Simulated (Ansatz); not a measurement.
WS2 (Tungstenite):

```
W S
1.0
     1.57900    0.91164    6.16333
    -1.57900    0.91164    6.16333
     0.00000   -1.82327    6.16333
W S
1 2
Cartesian
  -0.0377 -0.0171 0.0389
  0.0067 0.0202 10.7222
  0.0119 -0.0494 13.9186
```

The cell isn't the ideal one: atoms moved at random, drawn with an rms of 0.05 Å.

Below is the output of Ansatz 0.2.0 for this cell. Logs are shortened: lines on timing, memory, paths and dates and some standing lists are left out, and cuts for length are marked.

```text
Warning: RAYON_NUM_THREADS=2 ignored (pool sized by the plan → 2); use --threads N
basis.fft_grid_basis auto: the FFT boxes are laid along the combinations [[1, 0, -1], [0, 1, -1], [0, 0, 1]] of the cell's own vectors, 3.158, 3.158 and 6.427 Å long. The dense box has 24×24×45 points. Along the cell's own vectors, as sized, it would have 45×45×45, 3.52 times as many. basis.fft_grid_basis: typed keeps the cell's own vectors: state it where this run's energies or levels are differenced outside the engine with another run's, or held beside a run that keeps those vectors.
Engine: ansatz 0.2.0, aarch64-unknown-linux-gnu
Pseudopotentials: kind: paw
Pseudopotential: W, paw, valence charge 14, recommended cutoff 420 eV (normal), W.paw.azcp
Pseudopotential: S, paw, valence charge 6, recommended cutoff 420 eV (normal), S.paw.azcp
Functional definition: PBE
  parameter kappa = 0.804
  parameter beta = 0.06672455060314922
  exchange = pbe_x(kappa = kappa, mu = beta*pi^2/3)
  correlation = pbe_c(beta = beta)
Crystal: 3 atoms, lattice volume = 53.232 Å³
Basis set: ecut = 420 eV, 1011 PW (Γ), FFT grids on a1−a3, a2−a3, a3, exchange–correlation on 48×48×90 points (8 copies of the dense FFT grid, shifted against one another)
Bands: 17, of which v1, the nominal top of the filled ones, is band 13 counted from 1 (12 counted from 0)
Symmetry: 1 space group operations
Space group: P1 (ITA 1), of the structure as read, at distance tolerance 3.8e-5 Å
k-points: 504 of 1000 (time reversal used)
Non-local potential: W, projectors of the file, l = 0: 3, l = 1: 2, l = 2: 2, l = 3: 1
Non-local potential: S, projectors of the file, l = 0: 2, l = 1: 2, l = 2: 2
PAW form: soft (Blöchl's): semilocal exchange-correlation on the pseudo side does not see the compensation charge
PAW one-centre angular grid: W, 590 points (default); XC on 64 Gauss nodes
PAW one-centre angular grid: S, 110 points (default); XC on 64 Gauss nodes
Initial density: superposition of atomic densities (neutral atoms: chi_scale 0, normalization atom), corrected by the library's trained network
Initial wavefunctions: pseudopotential atomic-orbital guess
Functional: x = pbe(κ = 0.804, μ = 0.2195149727645171), c = pbe(β = 0.06672455060314922)
SCF iter   1: F=—  HF=-12191.292766 eV  |F-HF|=—  |Δ(HF+E_count)|=         —  Δρ=5.17e-3  dr2=6.41e-3  ethr=1.77e-3  ⟨swp⟩=6.0  Hψ=49303  notcnv=0
preconditioner: auto → none  [insulator: Δε(μ)=0.973 eV  Ē_g=8.712 eV  σ=0.050 eV  W_gap=1.00  n_scr=16 (ndim 8)  ℏωp=21.6 eV  f_vac=0.011  D(μ)=0.00/eV (n_scr^D=0)  ε∞_Penn≈7.1]
SCF iter   2: F=—  HF=-12191.296980 eV  |F-HF|=—  |Δ(HF+E_count)|=   4.21e-3  Δρ=3.26e-3  dr2=8.52e-3  ethr=2.46e-5  ⟨swp⟩=2.0  Hψ=17563  notcnv=0
SCF iter   3: F=—  HF=-12191.297473 eV  |F-HF|=—  |Δ(HF+E_count)|=   4.93e-4  Δρ=2.35e-3  dr2=5.12e-3  ethr=2.46e-5  ⟨swp⟩=2.0  Hψ=14011  notcnv=0
SCF iter   4: F=—  HF=-12191.297668 eV  |F-HF|=—  |Δ(HF+E_count)|=   1.95e-4  Δρ=1.05e-3  dr2=6.79e-4  ethr=1.97e-5  ⟨swp⟩=1.7  Hψ=10703  notcnv=0
SCF iter   5: F=—  HF=-12191.297806 eV  |F-HF|=—  |Δ(HF+E_count)|=   1.38e-4  Δρ=3.41e-4  dr2=4.46e-5  ethr=2.61e-6  ⟨swp⟩=2.3  Hψ=11441  notcnv=0
SCF iter   6: F=—  HF=-12191.297808 eV  |F-HF|=—  |Δ(HF+E_count)|=   2.39e-6  Δρ=9.39e-5  dr2=1.95e-6  ethr=1.72e-7  ⟨swp⟩=2.1  Hψ=12255  notcnv=0
SCF iter   7: F=—  HF=-12191.297811 eV  |F-HF|=—  |Δ(HF+E_count)|=   3.12e-6  Δρ=2.09e-5  dr2=3.77e-7  ethr=7.49e-9  ⟨swp⟩=2.0  Hψ=13152  notcnv=0
SCF iter   8: F=-12191.297812 eV  HF=-12191.297812 eV  |F-HF|=4.11e-9  |Δ(HF+E_count)|=   1.19e-7  Δρ=4.70e-6  dr2=2.17e-8  ethr=3.85e-10  ⟨swp⟩=6.1  Hψ=41129  notcnv=0
SCF 1 converged in 8 iterations: F = -12191.297812 eV  dr2 = 2.17e-8
  greatest PAW one-centre occupation: 1.000 electrons in one spin orbital (limit 2), on the W atom at site 0 (counted from 0), in its partial waves of l = 0
SCF converged after 8 iterations
Free energy (F): -12191.297812 eV
Harris-Foulkes:  -12191.297812 eV  (|F-HF|=4.11e-9)
Internal energy: -12191.297811 eV  (E = F + TS)
E sigma→0 (E₀):  -12191.297811 eV
Entropy (-TS):   -0.000001 eV (-0.000 meV/atom)
Fermi energy:    12.139076 eV
--- Per-component energies (eV) ---
  E_band       = -185.374200
  E_kinetic    = 665.782098
  E_local      = -1710.300050  (includes V_loc(G=0)·N_el)
  E_nonlocal   = 57.375125
  E_hartree    = 675.864672
  E_xc         = -462.043821
  E_vxc        = -414.908549  (∫ρ·V_xc dr)
  E_paw        = -9763.076927  (= ΣΔE_a)
  E_vpaw       = -135.046542  (= ΣTr[D̂ρ^β])
  E_aug_tail   = -0.000059  (compensation charges beyond the density's cutoff)
  E_ewald      = -1654.898849
  E_smearing   = -0.000001  (= −TS)
  E_closure    = -0.000000  (closes the sum)
  Σ components = -12191.297812   (vs F -12191.297812, Δ=0.00e0)
--- Forces (eV/Å), atoms counted from 1 ---
  atom   1  W      0.96503967    -0.01264408    -1.37934205
  atom   2  S     -0.38487718    -0.33087909     1.07918128
  atom   3  S     -0.58016438     0.34352389     0.30015646
  max |Σ_I F_I| component: 4.30e-6 eV/Å
--- Stress (GPa, compression-positive) ---
        2.692426      -0.909634      -0.786968
       -0.909634       2.439255       3.060656
       -0.786968       3.060656      -0.424638
  P = ⅓ Tr σ = 1.5690 GPa (15.690 kbar)
--- Band table (eV; the first three rows and the last of 504) ---
  k-point 0: bands = ["-62.8399", "-27.1327", "-26.9490", "-26.9399", "-3.8151", "-1.8971", "4.1170", "8.3351", "8.4198", "9.4340", "9.8246", "10.0835", "10.5776", "13.6427", "13.9382", "14.2581", "14.3819"]
  k-point 1: bands = ["-62.8382", "-27.1265", "-26.9796", "-26.9524", "-3.6460", "-1.8443", "4.3313", "7.9564", "8.5020", "8.9332", "9.4630", "10.2032", "10.6489", "13.6058", "13.7579", "14.0386", "14.4823"]
  k-point 2: bands = ["-62.8335", "-27.1102", "-27.0693", "-26.9741", "-3.1733", "-1.6964", "4.8843", "7.0450", "7.9625", "8.6595", "9.1715", "9.9386", "10.4364", "13.0531", "13.7591", "14.2383", "14.9200"]
  k-point 503: bands = ["-62.8399", "-27.1328", "-26.9490", "-26.9399", "-3.5538", "-2.3748", "5.2292", "7.7699", "8.3231", "8.4184", "9.4689", "9.8876", "11.6899", "13.7442", "13.9019", "14.1200", "14.3662"]
```

Question: Write the input and the command behind it.

Answer: Single point with PBE, no spin polarisation. The files as run (others can give the same):

input.yaml
```yaml
crystal:
  lattice:
    - [1.579, 0.9116360751, 6.1633333333]
    - [-1.579, 0.9116360751, 6.1633333333]
    - [0.0, -1.8232721501, 6.1633333333]
  atoms:
    - { symbol: W, position: [-0.012977, 0.010914, 0.008371] }
    - { symbol: S, position: [0.5857, 0.58146, 0.572522] }
    - { symbol: S, position: [0.747503, 0.739975, 0.770819] }
hamiltonian:
  xc: pbe
  pseudopotentials: { kind: paw }
kpoints:
  mp_grid: { grid: [10, 10, 10] }
scf:
  occupations: { method: fermi_dirac, width: 0.05 }
output:
  forces: true
  stress: true
  eigenvalues: true
```

Potentials or basis: Ansatz PAW.
Command:
```console
$ ansatz run input.yaml --threads 2 --pin off --max-ram 5120MiB --backend cpu --events-out ev --progress --plain --runs-dir out
```

Caveat: spin-orbit coupling is left out, which moves the levels of the heavy elements.
